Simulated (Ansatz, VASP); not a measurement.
**Two plane-wave programs on SrO**

```
Sr O
1.0
     4.54784   -3.79567    0.00000
     4.54784    3.79567    0.00000
     0.00000    0.00000    3.78853
Sr O
2 2
Direct
  0.00000 0.00000 0.00000
  0.50000 0.50000 0.50000
  0.70501 0.29499 0.00000
  0.29499 0.70501 0.00000
```

Change from the starting cell: ordered vacancies on the anion sites of rutile (Cmmm, No. 65).

Alike in both runs: functional PBE; k mesh 4 × 4 × 4; occupations gaussian, width 0.1 eV; no spin polarisation.

Ansatz relaxed the structure, and its values are those at the end. VASP's run is a single point on that final structure, the one shown.

|  | VASP | Ansatz |
| --- | --- | --- |
| version | VASP 6.6.1 | Ansatz 0.2.0 |
| potentials or method | VASP PAW PBE potentials, release 64 (Sr_sv, O) | scalar-relativistic, plane waves, PAW |
| plane-wave cutoff (eV) | 520 | 420 |
| valence electrons in the cell | 32 | 32 |

Ansatz gave:

```
gap on the k mesh at the Fermi level (eV) : none
pressure (GPa)                            : -0.1
rms of the force components (eV/Å)        : 0.000
```

Problem. What did VASP give for the same quantities?

Solution. gap on the k mesh at the Fermi level (eV): none; pressure (GPa): 0.3; rms of the force components (eV/Å): 0.033.

A gap of «none» marks a metal or a gap that the smearing closes.

Caveats: the k mesh is coarse (spacing up to 0.41 Å⁻¹), so the values aren't converged.
